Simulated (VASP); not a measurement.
# TiSe2 (P-3m1) in VASP: notebook

Aim: see how the results for TiSe2 move with the level of theory and the settings. Levels: PBE, LDA, r2SCAN. Tasks: band structure.

The COD entry that gives the cell may itself be a prediction, so a difference from it is no test against experiment.

Everything below comes from runs of VASP 6.6.1. Logs are shortened: lines on timing, memory, paths and dates and some standing lists are left out, and cuts for length are marked.

## Step 1: Starting point

It takes space group P-3m1 (No. 164, trigonal). Conventional cell: a = 3.484 Å, b = 3.484 Å, c = 5.857 Å, α = 90.00°, β = 90.00°, γ = 120.00°. Around Ti (site symmetry -3m) lie 6 Se at 2.54 Å. Se (site symmetry 3m) has 3 Ti at 2.54 Å as nearest neighbours.

## Step 2: Band structure, PBE

Input file INCAR:

```
PREC     = Accurate       # precision mode
ENCUT    = 520            # plane-wave cutoff, eV
EDIFF    = 1E-6           # SCF threshold, eV
ISMEAR   = 1              # smearing method
SIGMA    = 0.1            # smearing width, eV
LREAL    = False          # projectors in reciprocal space
LASPH    = True           # aspherical terms in the spheres
NELM     = 80             # most SCF steps
ALGO     = Normal         # electronic algorithm
ISIF     = 2              # what is computed and relaxed
LWAVE    = False          # write WAVECAR
LCHARG   = False          # write CHGCAR
LMAXMIX  = 4              # l up to which the mixer works
GGA      = PE             # functional
NBANDS   = 19             # bands
KPAR     = 4
```

Input file KPOINTS:

```
Automatic mesh
0
Gamma
  12 12 6
```

Input file POSCAR:

```
TiSe2                                   
1.0
    3.4835335887     -0.0000000000      0.0000000000
   -1.7417667943      3.0168285828     -0.0000000000
    0.0000000000      0.0000000000      5.8570485974
  Ti              Se            
     1     2
Direct
     0.0000000000000000    0.0000000000000000    0.0000000000000000
     0.3333333332999970    0.6666666667000030    0.2651999706857799
     0.6666666667000030    0.3333333332999970    0.7348000293142201
```

Input file KPOINTS_OPT:

```
explicit points
213
Reciprocal
 0.0000000000  0.0000000000  0.0000000000 1
 0.0357142857  0.0000000000  0.0000000000 1
 0.0714285714  0.0000000000  0.0000000000 1
 0.1071428571  0.0000000000  0.0000000000 1
 0.1428571429  0.0000000000  0.0000000000 1
 0.1785714286  0.0000000000  0.0000000000 1
[... 205 lines left out ...]
 0.5000000000  0.0000000000  0.0334448200 1
 0.5000000000  0.0000000000 -0.0334448200 1
```

Potentials or basis: VASP PAW PBE potentials, release 64 (Ti_sv, Se).

Run with:

```
> cat potpaw_PBE.64/Ti_sv/POTCAR potpaw_PBE.64/Se/POTCAR > POTCAR
> mpirun -np 4 vasp_std > vasp.out
```

OUTCAR:

```text
PREC = Accurate
   ENCUT = 520
   EDIFF = 1E-6
   ISMEAR = 1
   LREAL = False
   LASPH = True
   NELM = 80
   ISIF = 2
   GGA = PE

 ion  position               nearest neighbor table
   1  0.000  0.000  0.000-   2 2.54   3 2.54   3 2.54   2 2.54   3 2.54   2 2.54
   2  0.333  0.667  0.265-   1 2.54   1 2.54   1 2.54
   3  0.667  0.333  0.735-   1 2.54   1 2.54   1 2.54

  LATTYP: Found a hexagonal cell.
 ALAT       =     3.4835335887
 C/A-ratio  =     1.6813526978

  Lattice vectors:

 A1 = (   3.4835335887,   0.0000000000,   0.0000000000)
 A2 = (  -1.7417667943,   3.0168285828,   0.0000000000)
 A3 = (   0.0000000000,   0.0000000000,   5.8570485974)

Analysis of symmetry for initial positions (statically):
=====================================================================
 Subroutine PRICEL returns:
 Original cell was already a primitive cell.

 Routine SETGRP: Setting up the symmetry group for a
 hexagonal supercell.

 Subroutine GETGRP returns: Found 12 space group operations
 (whereof 12 operations were pure point group operations)
 out of a pool of 24 trial point group operations.

The static configuration has the point symmetry D_3d.

Analysis of symmetry for dynamics (positions and initial velocities):
=====================================================================
 Subroutine PRICEL returns:
 Original cell was already a primitive cell.

 Routine SETGRP: Setting up the symmetry group for a
 hexagonal supercell.

 Subroutine GETGRP returns: Found 12 space group operations
 (whereof 12 operations were pure point group operations)
 out of a pool of 24 trial point group operations.

The dynamic configuration has the point symmetry D_3d.

 Subroutine INISYM returns: Found 12 space group operations
 (whereof 12 operations are pure point group operations),
 and found     1 'primitive' translations

----------------------------------------------------------------------------------------

                                     Primitive cell

  volume of cell :      61.5530

  direct lattice vectors                    reciprocal lattice vectors
     3.483533589  0.000000000  0.000000000     0.287064836  0.165736961  0.000000000
    -1.741766794  3.016828583  0.000000000     0.000000000  0.331473921  0.000000000
     0.000000000  0.000000000  5.857048597     0.000000000  0.000000000  0.170734455

  length of vectors
     3.483533589  3.483533589  5.857048597     0.331473921  0.331473921  0.170734455

  position of ions in fractional coordinates (direct lattice)
     0.000000000  0.000000000  0.000000000
     0.333333333  0.666666667  0.265199971
     0.666666667  0.333333333  0.734800029

  ion indices of the primitive-cell ions
   primitive index   ion index
                 1           1
                 2           2
                 3           3

----------------------------------------------------------------------------------------

 KPOINTS: Automatic mesh

Automatic generation of k-mesh.
 Grid dimensions read from file:
 generate k-points for:   12   12    6

 Generating k-lattice:

  Cartesian coordinates                     Fractional coordinates (reciprocal lattice)
     0.023922070  0.013811413  0.000000000     0.083333333 -0.000000000  0.000000000
     0.000000000  0.027622827  0.000000000     0.000000000  0.083333333  0.000000000
     0.000000000  0.000000000  0.028455742     0.000000000  0.000000000  0.166666667

  Length of vectors
     0.027622827  0.027622827  0.028455742

  Shift w.r.t. Gamma in fractional coordinates (k-lattice)
     0.000000000  0.000000000  0.000000000

 Subroutine IBZKPT returns following result:
 ===========================================

 Found    100 irreducible k-points:

 Following reciprocal coordinates:
            Coordinates               Weight
  0.000000  0.000000  0.000000      1.000000
  0.083333  0.000000  0.000000      6.000000
  0.166667  0.000000  0.000000      6.000000
  0.250000  0.000000  0.000000      6.000000
  0.333333  0.000000  0.000000      6.000000
  0.416667  0.000000  0.000000      6.000000
[... 16 lines left out ...]
  0.166667  0.000000  0.166667      6.000000
  0.000000  0.166667  0.166667      6.000000
 [... further k-points ...]
   k-points           NKPTS =    100   k-points in BZ     NKDIM =    100   number of bands    NBANDS=     19
   number of dos      NEDOS =    301   number of ions     NIONS =      3
   total plane-waves  NPLWV =  37632
   dimension x,y,z NGX =    28 NGY =   28 NGZ =   48
   dimension x,y,z NGXF=    56 NGYF=   56 NGZF=   96
   ions per type =               1   2
   NGX,Y,Z   is equivalent  to a cutoff of  13.36, 13.36, 13.62 a.u.
   NGXF,Y,Z  is equivalent  to a cutoff of  26.73, 26.73, 27.25 a.u.
 SYSTEM =  unknown system
   PREC   = accura    normal or accurate (medium, high low for compatibility)
   ISTART =      0    job   : 0-new  1-cont  2-samecut
   ICHARG =      2    charge: 1-file 2-atom 10-const
   ISPIN  =      1    spin polarized calculation?
   LNONCOLLINEAR =      F non collinear calculations
   LSORBIT =      F    spin-orbit coupling
   LASPH  =      T    aspherical Exc in radial PAW
   ENCUT  =  520.0 eV  38.22 Ry    6.18 a.u.   6.48  6.48 10.89*2*pi/ulx,y,z
   NELM   =     80;   NELMIN=  2; NELMDL= -5     # of ELM steps
   EDIFF  = 0.1E-05   stopping-criterion for ELM
   LREAL  =      F    real-space projection
   EDIFFG = 0.1E-04   stopping-criterion for IOM
   NSW    =      0    number of steps for IOM
   IBRION =     -1    ionic relax: 0-MD 1-quasi-New 2-CG
   NFREE  =      0    steps in history (QN), initial steepest desc. (CG)
   ISIF   =      2    stress and relaxation
   ISYM   =      2    0-nonsym 1-usesym 2-fastsym
   POTIM  = 0.5000    time-step for ionic-motion
   TEBEG  =    0.0;   TEEND  =   0.0 temperature during run
   PSTRESS=    0.0 pullay stress
   NELECT =      24.0000    total number of electrons
   NUPDOWN=      -1.0000    fix difference up-down
   EMIN   =  10.00;   EMAX   =-10.00  energy-range for DOS
   EFERMI =   0.00;   METHOD = LEGACY
   ISMEAR =     1;   SIGMA  =   0.10  broadening in eV -4-tet -1-fermi 0-gaus
   EFERMI_NEDOS =   21; number of points for ismear=-14 and -15
   IALGO  =     38    algorithm
   IMIX   =      4    mixing-type and parameters
     AMIX     =   0.40;   BMIX     =  1.00
     AMIX_MAG =   1.60;   BMIX_MAG =  1.00
  volume/ion in A,a.u.               =      20.52       138.46
  Fermi-wavevector in a.u.,A,eV,Ry     =   1.195993  2.260100 19.461774  1.430400
  Thomas-Fermi vector in A             =   2.331945
   LORBIT       =      0    0 simple, 1 ext, 2 COOP (PROOUT), +10 PAW based schemes
   GGA     = PE    functional components
   LHFCALC =     F    Hartree Fock is set to
   AEXX    =    0.0000 exact exchange contribution
   IVDW    =     0    specifies the selected vdW correction
   LEPSILON=     F    determine dielectric tensor
   LRPA    =     F    only Hartree local field effects (RPA)
 non-spin polarized calculation
 Methfessel and Paxton  Order N= 1 SIGMA  =   0.10
  energy-cutoff  :      520.00
  volume of cell :       61.55
 maximum number of plane-waves:      1690
 NGX is ok and might be reduce to    28
   NGX = 13   NGY = 13   NGZ = 21

 number of electron      24.0000002 magnetization

 Free energy of the ion-electron system (eV)
  ---------------------------------------------------
  ext. energy  EPLUGINS =         0.00000000
  ---------------------------------------------------
  free energy    TOTEN  =       -18.12375093 eV

  energy without entropy =      -18.12380319  energy(sigma->0) =      -18.12376835

 E-fermi :   5.3858     XC(G=0): -10.3029

 val. band max:        5.3809750866   @ k =   0.0000   0.4167   0.1667
 cond. band min:       5.3896845877   @ k =   0.0833   0.0000   0.0000
 fundamental gap:      0.0087095011
 Fermi energy:         5.3857531689

 k-point     1 :       0.0000    0.0000    0.0000
  band No.  band energies     occupation
      1     -52.1384      2.00000
      2     -28.3711      2.00000
      3     -28.3572      2.00000
      4     -28.3572      2.00000
      5      -8.8229      2.00000
      6      -7.2047      2.00000
[... 11 lines left out ...]
     18      11.0922      0.00000
     19      11.5398      0.00000

 k-point     2 :       0.0833    0.0000    0.0000
  band No.  band energies     occupation
      1     -52.1378      2.00000
      2     -28.3696      2.00000
      3     -28.3642      2.00000
      4     -28.3588      2.00000
      5      -8.7427      2.00000
      6      -7.1769      2.00000
[... 11 lines left out ...]
     18      11.6671      0.00000
     19      12.0027      0.00000

 k-point     3 :       0.1667    0.0000    0.0000
  band No.  band energies     occupation
      1     -52.1361      2.00000
      2     -28.3833      2.00000
      3     -28.3654      2.00000
      4     -28.3631      2.00000
      5      -8.5110      2.00000
      6      -7.1009      2.00000
[... 11 lines left out ...]
     18      12.4919      0.00000
     19      12.9320      0.00000

 k-point     4 :       0.2500    0.0000    0.0000
  band No.  band energies     occupation
      1     -52.1338      2.00000
      2     -28.4091      2.00000
      3     -28.3690      2.00000
      4     -28.3596      2.00000
      5      -8.1571      2.00000
      6      -6.9994      2.00000
[... 11 lines left out ...]
     18      12.5144      0.00000
     19      13.1906      0.00000

 k-point     5 :       0.3333    0.0000    0.0000
  band No.  band energies     occupation
      1     -52.1315      2.00000
      2     -28.4349      2.00000
      3     -28.3748      2.00000
      4     -28.3539      2.00000
      5      -7.7356      2.00000
      6      -6.9131      2.00000
[... 11 lines left out ...]
     18      12.2188      0.00000
     19      12.6360      0.00000
[... 334 lines left out ...]
      2     -28.3696      2.00000
      3     -28.3642      2.00000
      4     -28.3588      2.00000
      5      -8.6624      2.00000
      6      -7.3173      2.00000
[... 11 lines left out ...]
     18      11.7810      0.00000
     19      12.4219      0.00000

 k-point    22 :       0.0000    0.0833    0.1667
  band No.  band energies     occupation
      1     -52.1378      2.00000
      2     -28.3696      2.00000
      3     -28.3642      2.00000
      4     -28.3588      2.00000
      5      -8.6635      2.00000
      6      -7.3153      2.00000
[... 11 lines left out ...]
     18      11.7443      0.00000
     19      12.4751      0.00000

 k-point    23 :       0.1667    0.0000    0.1667
  band No.  band energies     occupation
      1     -52.1361      2.00000
      2     -28.3833      2.00000
      3     -28.3654      2.00000
      4     -28.3631      2.00000
      5      -8.4321      2.00000
      6      -7.2308      2.00000
[... 11 lines left out ...]
     18      12.7735      0.00000
     19      13.0160      0.00000

 k-point    24 :       0.0000    0.1667    0.1667
  band No.  band energies     occupation
      1     -52.1361      2.00000
      2     -28.3833      2.00000
      3     -28.3654      2.00000
      4     -28.3631      2.00000
      5      -8.4410      2.00000
      6      -7.2151      2.00000
[... 11 lines left out ...]
     18      12.4077      0.00000
     19      13.0831      0.00000

 [... further k-points ...]

------------------------ aborting loop because EDIFF is reached ----------------------------------------

  FORCE on cell =-STRESS in cart. coord.  units (eV):
  Direction    XX          YY          ZZ          XY          YZ          ZX
  --------------------------------------------------------------------------------------
  -------------------------------------------------------------------------------------
  Total        1.3594188      1.3594188      1.4120248      0.0000000      0.0000000     -0.0000000
  in kB       35.3846073     35.3846073     36.7539010      0.0000000      0.0000000     -0.0000000
  external PRESSURE =      35.8410385 kB  Pullay stress =       0.0000000 kB

 VOLUME and BASIS-vectors are now :
 -----------------------------------------------------------------------------
  energy-cutoff  :      520.00
  volume of cell :       61.55
      direct lattice vectors                 reciprocal lattice vectors
     3.483533589  0.000000000  0.000000000     0.287064836  0.165736961  0.000000000
    -1.741766794  3.016828583  0.000000000     0.000000000  0.331473921  0.000000000
     0.000000000  0.000000000  5.857048597     0.000000000  0.000000000  0.170734455

 POSITION                                       TOTAL-FORCE (eV/Angst)
 -----------------------------------------------------------------------------------
      0.00000      0.00000      0.00000         0.000000      0.000000      0.000000
     -0.00000      2.01122      1.55329         0.000000      0.000000     -0.010835
      1.74177      1.00561      4.30376        -0.000000     -0.000000      0.010835
 -----------------------------------------------------------------------------------
    total drift:                               -0.000000     -0.000000      0.000000

  FREE ENERGIE OF THE ION-ELECTRON SYSTEM (eV)
  ---------------------------------------------------
  free  energy   TOTEN  =       -18.1237509330 eV

  energy  without entropy=      -18.1238031949  energy(sigma->0) =      -18.12376835
```

Wall time 89 s (4 MPI ranks of Intel Xeon Platinum 8488C (Sapphire Rapids), shared host); peak memory 0.32 GiB.

What came out:

- Free energy: -18.1238 eV
- Pressure: 3.6 GPa
- Largest force: 0.011 eV/Å
- Band gap along the path: none (metal or under the smearing width)

Forces on the atoms (eV/Å):
```
Ti   0.000  0.000  0.000
Se   0.000  0.000 -0.011
Se   0.000  0.000  0.011
```

Stress tensor (GPa, compression positive):
```
3.54 0.00 0.00
0.00 3.54 0.00
0.00 0.00 3.68
```

Levels at the corners of the path, in eV from the Fermi level:
| point | band 8 | band 9 | band 10 | band 11 | band 12 | band 13 | band 14 | band 15 | band 16 | band 17 |
| --- | --- | --- | --- | --- | --- | --- | --- | --- | --- | --- |
| Γ | -2.25 | -2.25 | 0.38 | 0.51 | 0.51 | 0.58 | 0.61 | 0.61 | 3.29 | 3.29 |
| M | -3.86 | -2.94 | -2.86 | -2.24 | -1.42 | 0.05 | 1.47 | 1.89 | 3.22 | 3.79 |
| M | -3.86 | -2.94 | -2.86 | -2.24 | -1.42 | 0.05 | 1.47 | 1.89 | 3.22 | 3.79 |
| K | -4.12 | -4.12 | -2.68 | -2.68 | -2.40 | 1.24 | 1.75 | 1.75 | 2.61 | 2.61 |
| K | -4.12 | -4.12 | -2.68 | -2.68 | -2.40 | 1.24 | 1.75 | 1.75 | 2.61 | 2.61 |
| Γ | -2.25 | -2.25 | 0.38 | 0.51 | 0.51 | 0.58 | 0.61 | 0.61 | 3.29 | 3.29 |
| Γ | -2.25 | -2.25 | 0.38 | 0.51 | 0.51 | 0.58 | 0.61 | 0.61 | 3.29 | 3.29 |
| A | -2.89 | -2.16 | -2.16 | 0.29 | 0.29 | 0.49 | 0.49 | 1.28 | 3.75 | 3.75 |
| A | -2.89 | -2.16 | -2.16 | 0.29 | 0.29 | 0.49 | 0.49 | 1.28 | 3.75 | 3.75 |
| L | -4.86 | -2.82 | -2.55 | -1.11 | -0.85 | -0.25 | 1.47 | 1.86 | 3.05 | 4.05 |
| L | -4.86 | -2.82 | -2.55 | -1.11 | -0.85 | -0.25 | 1.47 | 1.86 | 3.05 | 4.05 |
| H | -4.48 | -3.82 | -3.41 | -2.10 | -2.10 | 1.25 | 1.26 | 1.26 | 3.61 | 3.61 |
| H | -4.48 | -3.82 | -3.41 | -2.10 | -2.10 | 1.25 | 1.26 | 1.26 | 3.61 | 3.61 |
| A | -2.89 | -2.16 | -2.16 | 0.29 | 0.29 | 0.49 | 0.49 | 1.28 | 3.75 | 3.75 |
| L | -4.86 | -2.82 | -2.55 | -1.11 | -0.85 | -0.25 | 1.47 | 1.86 | 3.05 | 4.05 |
| M | -3.86 | -2.94 | -2.86 | -2.24 | -1.42 | 0.05 | 1.47 | 1.89 | 3.22 | 3.79 |
| K | -4.12 | -4.12 | -2.68 | -2.68 | -2.40 | 1.24 | 1.75 | 1.75 | 2.61 | 2.61 |
| H | -4.48 | -3.82 | -3.41 | -2.10 | -2.10 | 1.25 | 1.26 | 1.26 | 3.61 | 3.61 |

[end of part 1 of 2]
